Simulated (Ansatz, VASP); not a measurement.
# One calculation of PbS, two programs

INCAR

```
SYSTEM = PbS
  PREC = Accurate
  ENCUT = 520
  EDIFF = 1E-7
  ISMEAR = 0
  SIGMA = 0.05
  LREAL = .FALSE.
  LASPH = .TRUE.
  NELM = 100
  ALGO = Normal
  ISIF = 2
  LWAVE = .FALSE.
  LCHARG = .FALSE.
  GGA = PE
  NBANDS = 17
```

Contents of KPOINTS:

```
Automatic mesh
0
G
  10 10 10
  0 0 0
```

POSCAR

```
PbS
1.0
    0.0000000000      3.0490577500      3.0490577500
    3.0490577500      0.0000000000      3.0490577500
    3.0490577500      3.0490577500      0.0000000000
Pb S
1 1
Direct
    0.0000000000      0.0000000000      0.0000000000
    0.5000000000      0.5000000000      0.5000000000
```

Input for Ansatz:

```yaml
crystal:
  lattice:
    - [0.0, 3.04905775, 3.04905775]
    - [3.04905775, 0.0, 3.04905775]
    - [3.04905775, 3.04905775, 0.0]
  atoms:
    - { symbol: Pb, position: [0.0, 0.0, 0.0] }
    - { symbol: S, position: [0.5, 0.5, 0.5] }
basis:
  ecutwfc: 420
kpoints:
  mp_grid: { grid: [10, 10, 10] }
hamiltonian:
  xc: pbe
scf:
  occupations: { method: gaussian, width: 0.05 }
output:
  forces: true
  stress: true
  eigenvalues: true
```

Alike in both runs: task single point; functional PBE; k mesh 10 × 10 × 10; occupations gaussian, width 0.05 eV; no spin polarisation.

```csv
,VASP,Ansatz
version,VASP 6.6.1,Ansatz 0.2.0
potentials or method,"VASP PAW PBE potentials, release 64 (Pb_d, S)","scalar-relativistic, plane waves, PAW"
plane-wave cutoff (eV),520,420
valence electrons in the cell,20,20
```

|  | VASP | Ansatz | Ansatz less VASP |
| --- | --- | --- | --- |
| gap on the k mesh at the Fermi level (eV) | 0.63 | 0.63 | -0.006 |
| least direct gap on the mesh (eV) | 0.63 | 0.63 | -0.006 |
| pressure (GPa) | -2.2 | -2.1 | +0.07 |

Caveats: spin-orbit coupling is left out, which as a rule narrows the gap of such compounds by several tenths of an eV. A k mesh can miss the band edges.
